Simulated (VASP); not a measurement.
Crystal: BaTiO3.

```
Ba Ti O
1.0
     3.99980    0.00000    0.00000
     0.00000    3.99980    0.00000
     0.00000    0.00000    4.01800
Ba Ti O
1 1 3
Direct
  0.00000 0.00000 0.00000
  0.50000 0.50000 0.49000
  0.50000 0.50000 0.01900
  0.50000 0.00000 0.51700
  0.00000 0.50000 0.51700
```

```yaml
Program: VASP 6.6.1
Task: relaxation of cell and atoms
Functional: r2SCAN
Potentials_or_basis: VASP PAW PBE potentials, release 64 (Ba_sv, Ti_sv, O)
Cutoff: 600 eV
k_mesh: 8 × 8 × 8
Occupations: gaussian, width 0.03 eV
Spin: no spin polarisation
```

At the start: pressure 1.0 GPa; volume 12.86 Å³/atom.

Problem. How do energy, volume and symmetry change on relaxing?

Solution. Over 14 steps the energy falls by 3.6 meV/atom and the volume is 13.08 Å³/atom (+1.8 %); space group P4mm (No. 99, to 0.05 Å).

The path:
```tsv
step	energy change (eV)	largest force (eV/Å)	pressure (GPa)	volume (Å³)
1	0.0000	0.3061	0.98	64.28
2	-0.0077	0.2206	-0.66	65.01
3	-0.0080	0.2031	-1.04	65.18
4	-0.0126	0.1118	0.05	64.97
5	-0.0127	0.0963	0.23	64.93
6	-0.0145	0.0767	0.21	65.02
7	-0.0164	0.0971	0.19	65.19
8	-0.0165	0.1094	0.21	65.24
9	-0.0174	0.0721	-0.30	65.49
10	-0.0174	0.0648	-0.36	65.54
11	-0.0178	0.0570	0.19	65.38
12	-0.0178	0.0494	0.08	65.41
13	-0.0179	0.0173	0.00	65.42
14	-0.0179	0.0029	0.01	65.42
```

Final structure:
```
CELL_PARAMETERS angstrom
3.98727 0.00000 0.00000
0.00000 3.98727 0.00000
0.00000 0.00000 4.11497
ATOMIC_POSITIONS crystal
Ba 0.00000 0.00000 0.99717
Ti 0.50000 0.50000 0.47920
O 0.50000 0.50000 0.03310
O 0.50000 0.00000 0.51676
O 0.00000 0.50000 0.51676
```

Caveat: the PAW data sets were made with another functional, which shifts forces and pressure a little.
